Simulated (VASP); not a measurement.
# VASP 6.6.1, PBEsol single-point calculation, Ge (distorted diamond)

INCAR

```
EDIFF = 1E-7
ISIF = 2
LASPH = .TRUE.
ENCUT = 520
ISMEAR = -1
IBRION = -1
PREC = Accurate
SIGMA = 0.02
GGA = PS
LCHARG = .FALSE.
NBANDS = 21
NSW = 0
NELM = 120
LREAL = .FALSE.
LWAVE = .FALSE.
```

KPOINTS

```
KPOINTS created by Atomic Simulation Environment
0
Gamma
6 6 6
0 0 0
```

POSCAR

```
Ge
 1.0000000000000000
    -0.0506000000000000    2.9203999999999999    2.8614999999999999
     2.7397000000000000   -0.0728000000000000    2.8837000000000002
     2.6913000000000000    2.8942000000000001   -0.0244000000000000
 Ge
   2
Cartesian
  0.0004423500000000  2.7420130399999993  2.6825973899999997
  1.0179411700000001  1.4458967999999999  1.6333722199999998
```

VASP ran with the recommended PBE PAW datasets (28 valence electrons in the cell).

From OUTCAR

```
k-points           NKPTS =    112   k-points in BZ     NKDIM =    112   number of bands    NBANDS=     21

   NELECT =      28.0000    total number of electrons

   dimension x,y,z NGX =    30 NGY =   30 NGZ =   30
   dimension x,y,z NGXF=    60 NGYF=   60 NGZF=   60

  energy-cutoff  :      520.00
  volume of cell :       46.53
      direct lattice vectors                 reciprocal lattice vectors
    -0.050600000  2.920400000  2.861500000    -0.179320267  0.168220987  0.174612554
     2.739700000 -0.072800000  2.883700000     0.179509013 -0.165473873  0.172054187
     2.691300000  2.894200000 -0.024400000     0.185458905  0.171612512 -0.171865441

 k-points in reciprocal lattice and weights: KPOINTS created by Atomic Simulation Env
   0.00000000  0.00000000  0.00000000       0.005
   0.16666667  0.00000000 -0.00000000       0.009
   0.33333333  0.00000000  0.00000000       0.009
   0.50000000  0.00000000  0.00000000       0.005
  -0.00000000  0.16666667 -0.00000000       0.009
   0.16666667  0.16666667 -0.00000000       0.009
   0.33333333  0.16666667 -0.00000000       0.009
   0.50000000  0.16666667 -0.00000000       0.009
   ...

 E-fermi :   4.2968

 k-point     1 :       0.0000    0.0000    0.0000
  band No.  band energies     occupation
      1     -21.1237      2.00000
      2     -20.7036      2.00000
      3     -20.6559      2.00000
      4     -20.4455      2.00000
      5     -20.4254      2.00000
      6     -20.3327      2.00000
      7     -20.3133      2.00000
      8     -20.2334      2.00000
      9     -20.1838      2.00000
     10     -20.0328      2.00000
     11      -8.4113      2.00000
     12       2.2278      2.00000
     13       4.1035      1.99987
     14       5.4607      0.00000
     15       5.7610      0.00000
     16       5.7884      0.00000
     17       6.6658      0.00000
     18       9.4403      0.00000
     19      10.4818      0.00000
     20      13.4824      0.00000
     21      13.5865      0.00000

 k-point     2 :       0.1667    0.0000   -0.0000
  band No.  band energies     occupation
      1     -21.1353      2.00000
      2     -20.7086      2.00000
      3     -20.6918      2.00000
      4     -20.4270      2.00000
      5     -20.4036      2.00000
      6     -20.3532      2.00000
      7     -20.3326      2.00000
      8     -20.1941      2.00000
      9     -20.1755      2.00000
     10     -20.0175      2.00000
     11      -8.0694      2.00000
     12      -0.0927      2.00000
     13       4.2170      1.96372
     14       4.5617      0.00000
     15       6.0269      0.00000
     16       7.4714      0.00000
     17       7.7583      0.00000
     18       8.9011      0.00000
     19      11.8662      0.00000
     20      12.5780      0.00000
     21      12.8729      0.00000

 k-point     3 :       0.3333    0.0000    0.0000
  band No.  band energies     occupation
      1     -21.1579      2.00000
      2     -20.7459      2.00000
      3     -20.7151      2.00000
      4     -20.4129      2.00000
      5     -20.4011      2.00000
      6     -20.3552      2.00000
      7     -20.3379      2.00000
      8     -20.1665      2.00000
      9     -20.1374      2.00000
     10     -19.9879      2.00000
     11      -7.0564      2.00000
     12      -2.8775      2.00000
     13       3.3115      2.00000
     14       3.7136      2.00000
     15       6.1452      0.00000
     16       8.2609      0.00000
     17       9.5845      0.00000
     18      10.5105      0.00000
     19      12.1842      0.00000
     20      12.6636      0.00000
     21      13.0137      0.00000

 k-point     4 :       0.5000    0.0000    0.0000
  band No.  band energies     occupation
      1     -21.1688      2.00000
      2     -20.7681      2.00000
      3     -20.7170      2.00000
      4     -20.4248      2.00000
      5     -20.4036      2.00000
      6     -20.3498      2.00000
      7     -20.3235      2.00000
      8     -20.1648      2.00000
      9     -20.1133      2.00000
     10     -19.9734      2.00000
     11      -5.7721      2.00000
     12      -4.7857      2.00000
     13       3.0065      2.00000
     14       3.4223      2.00000
     15       5.9011      0.00000
     16       8.2606      0.00000
     17       9.8975      0.00000
     18      12.1251      0.00000
     19      12.2023      0.00000
     20      13.9675      0.00000
     21      15.4650      0.00000

 k-point     5 :      -0.0000    0.1667   -0.0000
  band No.  band energies     occupation
      1     -21.1283      2.00000
      2     -20.7070      2.00000
      3     -20.6659      2.00000
      4     -20.4460      2.00000
      5     -20.4150      2.00000
      6     -20.3407      2.00000
      7     -20.3091      2.00000
      8     -20.2248      2.00000
      9     -20.1826      2.00000
     10     -20.0254      2.00000
     11      -8.1435      2.00000
     12       1.0016      2.00000
     13       3.0114      2.00000
     14       4.8687      0.00000
     15       5.3529      0.00000
     16       6.6535      0.00000
     17       8.0715      0.00000
     18      10.1647      0.00000
     19      11.4084      0.00000
     20      12.7151      0.00000
     21      13.7158      0.00000

 k-point     6 :       0.1667    0.1667   -0.0000
  band No.  band energies     occupation
      1     -21.1302      2.00000
      2     -20.7062      2.00000
      3     -20.6750      2.00000
      4     -20.4351      2.00000
      5     -20.4174      2.00000
      6     -20.3381      2.00000
      7     -20.3216      2.00000
      8     -20.2161      2.00000
      9     -20.1791      2.00000
     10     -20.0230      2.00000
     11      -8.0245      2.00000
     12       0.6399      2.00000
     13       3.1074      2.00000
     14       3.8978      2.00000
     15       5.1968      0.00000
     16       7.4450      0.00000
     17       8.4253      0.00000
     18       9.8608      0.00000
     19      11.3836      0.00000
     20      12.8381      0.00000
     21      14.2458      0.00000

 k-point     7 :       0.3333    0.1667   -0.0000
  band No.  band energies     occupation
      1     -21.1483      2.00000
      2     -20.7324      2.00000
      3     -20.7029      2.00000
      4     -20.4228      2.00000
      5     -20.3898      2.00000
      6     -20.3616      2.00000
      7     -20.3333      2.00000
      8     -20.1836      2.00000
      9     -20.1502      2.00000
     10     -19.9995      2.00000
     11      -7.2499      2.00000
     12      -1.9925      2.00000
     13       2.9254      2.00000
     14       3.0903      2.00000
     15       5.9406      0.00000
     16       7.4256      0.00000
     17       9.9358      0.00000
     18      10.3791      0.00000
     19      11.7367      0.00000
     20      13.8465      0.00000
     21      14.7838      0.00000

 k-point     8 :       0.5000    0.1667   -0.0000
  band No.  band energies     occupation
      1     -21.1640      2.00000
      2     -20.7594      2.00000
      3     -20.7136      2.00000
      4     -20.4267      2.00000
      5     -20.3991      2.00000
      6     -20.3512      2.00000
      7     -20.3226      2.00000
      8     -20.1705      2.00000
      9     -20.1242      2.00000
     10     -19.9782      2.00000
     11      -5.9697      2.00000
     12      -4.1950      2.00000
     13       1.8559      2.00000
     14       2.9850      2.00000
     15       7.0046      0.00000
     16       8.1190      0.00000
     17       9.9892      0.00000
     18      10.5311      0.00000
     19      12.9367      0.00000
     20      14.6705      0.00000
     21      15.5347      0.00000

 k-point     9 :      -0.3333    0.1667    0.0000
  band No.  band energies     occupation
      1     -21.1622      2.00000
      2     -20.7541      2.00000
      3     -20.7148      2.00000
      4     -20.4199      2.00000
      5     -20.4062      2.00000
      6     -20.3469      2.00000
      7     -20.3281      2.00000
      8     -20.1686      2.00000
      9     -20.1313      2.00000
     10     -19.9804      2.00000
     11      -6.4468      2.00000
     12      -3.5404      2.00000
     13       1.5471      2.00000
     14       3.5821      2.00000
     15       7.0215      0.00000
     16       8.7810      0.00000
     17       9.3708      0.00000
     18      10.7758      0.00000
     19      12.4988      0.00000
     20      13.4052      0.00000
     21      14.9993      0.00000

 ...

  Total        3.4407943      6.1169949      3.2060897     -6.1046134      6.8316750     -4.8112293
  in kB      118.4711215    210.6162639    110.3899286   -210.1899529    235.2236506   -165.6570171
  external PRESSURE =     146.4924380 kB  Pullay stress =       0.0000000 kB

 POSITION                                       TOTAL-FORCE (eV/Angst)
 -----------------------------------------------------------------------------------
      0.00044      2.74201      2.68260        -6.001424      6.882916      6.027169
      1.01794      1.44590      1.63337         6.001424     -6.882916     -6.027169
 -----------------------------------------------------------------------------------
    total drift:                                0.000103      0.000065     -0.000126

  FREE ENERGIE OF THE ION-ELECTRON SYSTEM (eV)
  ---------------------------------------------------
  free  energy   TOTEN  =        -7.5249764205 eV

  energy  without entropy=       -7.5243002623  energy(sigma->0) =       -7.52463834
```

```json
{
  "gap between bands v and c on the k mesh": "-1.89 eV (bands overlap: a metal)",
  "least direct gap on the k mesh": "0.30 eV",
  "pressure": "14.6 GPa",
  "largest force": "10.94 eV/Å"
}
```

Band v is the last that the valence electrons fill when counted band by band, and c is the next.
